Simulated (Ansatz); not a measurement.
Cu Kα1 powder pattern (kinematic, no thermal factors).
2θ (°) (relative intensity): 38.57 (100), 44.84 (48), 65.28 (31), 78.46 (36), 82.68 (10)

The pattern is computed from a structure relaxed with Ansatz 0.2.0, DFT PBE, scalar-relativistic, plane waves, PAW. No spin polarisation. Its elements are Al.

Q: Give the structure.

A: Al.
Space group Fm-3m (No. 225). a = 4.040 Å, b = 4.040 Å, c = 4.040 Å, α = 90.00°, β = 90.00°, γ = 90.00°
| atom | site | symmetry | x | y | z |
| --- | --- | --- | --- | --- | --- |
| Al | 4a | m-3m | 0.0000 | 0.0000 | 0.0000 |

A pattern alone doesn't exclude other cells with like lines; this is the one computed.

The cell was reached from a generator's guess, though it ends in a space group that the Crystallography Open Database lists for this formula.
